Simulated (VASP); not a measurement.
Input of a VASP 6.6.1 run:

File INCAR:

```
ALGO = Normal
EDIFF = 1E-7
EDIFFG = -0.01
ENCUT = 600
GGA = PE
IBRION = 2
ISIF = 2
ISMEAR = 0
LASPH = T
LCHARG = F
LREAL = F
LWAVE = F
NELM = 80
NSW = 40
PREC = Accurate
SIGMA = 0.03
```

KPOINTS

```
k-points
0
Gamma
  12 12 12
```

File POSCAR:

```
LiF                                     
1.0
    0.0000000000      1.9841018994      1.9841018994
    1.9841018994      0.0000000000      1.9841018994
    1.9841018994      1.9841018994      0.0000000000
  Li              F             
     1     1
Direct
     0.0000000000000000    0.0000000000000000    0.0000000000000000
     0.5000000000000000    0.5000000000000000    0.5000000000000000
```

Potentials or basis: VASP PAW PBE potentials, release 64 (Li_sv, F).

The run is started by

```bash
$ cat potpaw_PBE.64/Li_sv/POTCAR potpaw_PBE.64/F/POTCAR > POTCAR
$ mpirun -np 1 vasp_std > vasp.out
```

(1) Estimate the band gap on the k mesh.

Answers

(1) 9.50 eV, direct.

Caveat: the relaxation stopped at its first step, so nothing moved.
